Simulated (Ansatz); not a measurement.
**Formation energy of CrO₂**

Level of theory: DFT, PBE with spin–orbit coupling, two-component spinors; plane waves to 420 eV with PAW datasets (Ansatz 0.2.0), 6×6×10 k-mesh, Gaussian smearing of 0.05 eV. The datasets are Ansatz's generated set soft_2.

The chain of runs began from a cell as deposited in COD, expanded in volume.

The structure is tetragonal, space group P4_2/mnm (No. 136). The conventional cell has a = 4.444 Å, b = 4.444 Å, c = 2.923 Å, α = 90.00°, β = 90.00°, γ = 90.00°. Cr (site symmetry mmm) has 6 O at 1.91 Å as nearest neighbours. O (site symmetry m2m) has 3 Cr at 1.91 Å as nearest neighbours. (Shells end 15 % past the nearest neighbour.)

The elements were computed in their standard states (gases as isolated molecules) with the same datasets, cutoff and functional. The compound's run is ferromagnetic, with site spin moments Cr 1.91; O 0.28 μB. Absolute energies hang on the potentials; compare differences alone.

Energy of the relaxed cell (6 atoms, smearing extrapolated to zero): -9027.038 eV. Elements, in eV/atom: Cr -3377.855, O -564.970.

**Question.** What is the formation energy?

**Answer.** [-9027.038 − (2 × -3377.855 + 4 × -564.970)] / 6 = -1.91 eV/atom, or -184 kJ per mole of atoms.

The value is for 0 K, without zero-point energy and without any correction for the binding of gas molecules. Uncorrected semilocal values for oxides, chalcogenides and halides often miss by tenths of an eV an atom. A negative value shows stability against the elements alone, not against other compounds or structures.

Site moments are of spin, integrated over Gaussian weights of 0.5 Å, which gives about a tenth less on f atoms than spheres do. Only parallel moments were tried, so the real magnetic order may be another.
